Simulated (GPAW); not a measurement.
Runs of GPAW 26.7.0 on MnO. The structure is cubic, space group F-43m (No. 216). The conventional cell has a = 4.873 Å, b = 4.873 Å, c = 4.873 Å, α = 90.00°, β = 90.00°, γ = 90.00°. Mn (site symmetry -43m) has 4 O at 2.11 Å as nearest neighbours. O (site symmetry -43m) has 4 Mn at 2.11 Å as nearest neighbours. Measurements of this composition are mostly on another form, of space group No. 225.

```csv
task,level,potentials or basis,U,fixed moment (μB),cell,k mesh,cutoff (eV),smearing,maxiter,lines,response ecut,response k mesh,response bands,mesh quality,gap on the mesh (eV),pressure (GPa),moment (μB)
single point,PBE+U,"GPAW PAW data sets (gpaw-data 1.2.1), pw",Mn d U = 7 eV,2.0,"F-43m, 14.46 Å³/atom",7 × 7 × 7,800,gaussian 0.05 eV,150,-,-,-,-,not flagged,-,-18.7,2.00
single point,PBE+U,"GPAW PAW data sets (gpaw-data 1.2.1), pw",Mn d U = 7 eV,-,"F-43m, 14.46 Å³/atom",7 × 7 × 7,800,gaussian 0.05 eV,150,-,-,-,-,not flagged,none,3.0,5.00
magnons,LDA,"the program's PAW data sets (release 1.2.1) made for this functional, pw",-,-,"F-43m, 15.33 Å³/atom",8 × 8 × 8,600,fermi-dirac 0.05 eV,150,2,150 eV,6 × 6 × 6,29,coarse,none,-,5.00
single point,PBEsol+U,"PAW data sets generated in the run's folder for this functional, pw",Mn d U = 5 eV,1.0,"F-43m, 14.46 Å³/atom",7 × 7 × 7,800,gaussian 0.05 eV,150,-,-,-,-,not flagged,-,-24.7,1.00
single point,LDA,"the program's PAW data sets (release 1.2.1) made for this functional, pw",-,-,"F-43m, 14.46 Å³/atom",8 × 8 × 8,600,fermi-dirac 0.05 eV,120,-,-,-,-,not flagged,none,-16.0,(b)
single point,PBE+U,"GPAW PAW data sets (gpaw-data 1.2.1), pw",Mn d U = 2 eV,-,"F-43m, 14.46 Å³/atom",7 × 7 × 7,800,gaussian 0.05 eV,150,-,-,-,-,not flagged,none,-1.4,5.00
single point,PBEsol+U,"PAW data sets generated in the run's folder for this functional, pw",Mn d U = 6 eV,4.0,"F-43m, 14.46 Å³/atom",7 × 7 × 7,800,gaussian 0.05 eV,150,-,-,-,-,not flagged,-,(a),4.00
magnons,LDA,"the program's PAW data sets (release 1.2.1) made for this functional, pw",-,-,"F-43m, 15.04 Å³/atom",8 × 8 × 8,600,fermi-dirac 0.05 eV,150,2,150 eV,6 × 6 × 6,29,coarse,none,-,4.99
```

Alike in all rows: spin collinear, ferromagnetic start.

**Question.** Estimate the missing entries.

**Answer.** (a) -7.6; (b) 4.96.

Caveats: some runs use coarse meshes; a cell with one magnetic atom can't hold antiferromagnetic order, which such compounds often take; the total moment is fixed, so each spin has its own Fermi level (some runs); semilocal functionals often make such compounds metallic where correlation or magnetic order opens a gap, which also shifts bond lengths (some runs); the number of bands moves the energies at small q by some ten meV (some runs); the exchange constants hang on this mesh and on the site radius (some runs); magnon energies are noisy on this mesh (some runs); the cutoff is short for stress and forces, so pressures can be off by a GPa or more (some runs).

A gap of «none» marks a metal or a gap under the smearing width.
